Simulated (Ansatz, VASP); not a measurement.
**One calculation of SiC, two programs**

```xyz
4
Lattice="3.1909 0.0000 0.0000 -1.5954 2.7634 0.0000 0.0000 0.0000 5.2406" Properties=species:S:1:pos:R:3 pbc="T T T"
Si    1.5954    0.9211    2.6437
Si    0.0000    1.8423    0.0234
C     1.5954    0.9211    4.6145
C     0.0000    1.8423    1.9942
```

Alike in both runs: functional PBE; k mesh 12 × 12 × 6; occupations gaussian, width 0.02 eV; no spin polarisation.

Ansatz relaxed the structure, and its values are those at the end. VASP's run is a single point on that final structure, the one shown.

```csv
,VASP,Ansatz
version,VASP 6.6.1,Ansatz 0.2.0
potentials or method,"VASP PAW PBE potentials, release 64 (Si, C)","scalar-relativistic, plane waves, PAW"
plane-wave cutoff (eV),520,420
valence electrons in the cell,16,16
```

```csv
,VASP,Ansatz,Ansatz less VASP
gap on the k mesh at the Fermi level (eV),2.47,2.47,+0.002
least direct gap on the mesh (eV),3.76,3.77,+0.002
pressure (GPa),-16.8,-16.8,+0.02
```

With one functional, cell and mesh, what is left measures potentials, basis and numerics.

Caveats: so large a pressure means that the cell lies far from this level's equilibrium, or that cutoff or potentials fall short (VASP). As with any semilocal functional, this PBE gap is likely too small. A k mesh can miss the band edges.
